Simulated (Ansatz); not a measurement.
Abstraction of H: C4H10O + GeH2(SiH2)(SiH3) → C4H9O + GeH2(SiH3)2

Species: C4H10O (diethyl ether) `CCOCC`, singlet; GeH2(SiH2)(SiH3), doublet; C4H9O `[CH2]COCC`, doublet; GeH2(SiH3)2, singlet. A radical takes H: the energy is the difference in strength between the C–H bond broken and the Si–H bond made.

Shapes, held fixed at every level: PBE0-D4/def2-TZVP. Flexible molecules stand in one conformer, not always the lowest. Programs: Ansatz 0.2.0. Electronic energies: no zero-point or thermal term.

Problem. Estimate ΔE of this reaction.

Solution. The highest level, CCSD(T)/def2-TZVPP, gives ΔE = +72.8 kJ/mol; the levels span +66.9 to +81.2. The column of differences is taken from that level and isn't an error. No measured value is set beside it here. Open shells run unrestricted. Relativity is left out for Ge. Outer-core shells of Ge are correlated, in sets that cover them unevenly.

```csv
level,kind,ΔE (kJ/mol),less CCSD(T)/def2-TZVPP
MP2/def2-TZVPP,perturbation theory,+81.2,+8.4
r2SCAN-D4/def2-TZVPP,meta-GGA,+67.4,-5.4
B3LYP-D4/def2-TZVPP,global hybrid,+68.0,-4.8
PBE0-D4/def2-TZVPP,global hybrid,+74.7,+1.9
wB97X-V/def2-TZVPP,range-separated hybrid,+66.9,-5.9
CCSD/def2-TZVPP,coupled cluster or CI,+70.4,-2.4
CCSD(T)/def2-TZVPP,coupled cluster or CI,+72.8,0.0
```
